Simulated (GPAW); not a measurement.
Co:

```xyz
2
Lattice="2.4720 0.0000 0.0000 -1.2360 2.1408 0.0000 0.0000 0.0000 4.0211" Properties=species:S:1:pos:R:3 pbc="T T T"
Co    1.2360    0.7136    3.0159
Co    0.0000    1.4272    1.0053
```

Base run:

- Program: GPAW 26.7.0
- Functional: PBEsol
- Potentials or basis: PAW data sets generated in the run's folder for this functional
- Cutoff: 600 eV
- Basis: pw
- k mesh: 10 × 10 × 6
- Occupations: fermi-dirac, width 0.05 eV
- Spin: collinear spin, ferromagnetic start
- Starting moments: [2.0, 2.0] μB
- Hubbard terms: Co d U = 6 eV

Its results: pressure 9.0 GPa; net moment 4.12 μB per cell; site moments Co +2.28 μB.

**Question.** After a change of settings the same cell gave: pressure 10.1 GPa; net moment 3.98 μB per cell; site moments Co +2.13 μB. Which change was it?
A. k mesh from 10 × 10 × 6 to 12 × 12 × 7; hubbard terms from Co d U = 6 eV to none
B. hubbard terms from Co d U = 6 eV to none
C. hubbard terms from Co d U = 6 eV to Co d U = 8 eV
D. hubbard terms from Co d U = 6 eV to Co d U = 4 eV

**Answer.** D.

Caveats: the U is typed as a test and isn't derived for this compound.
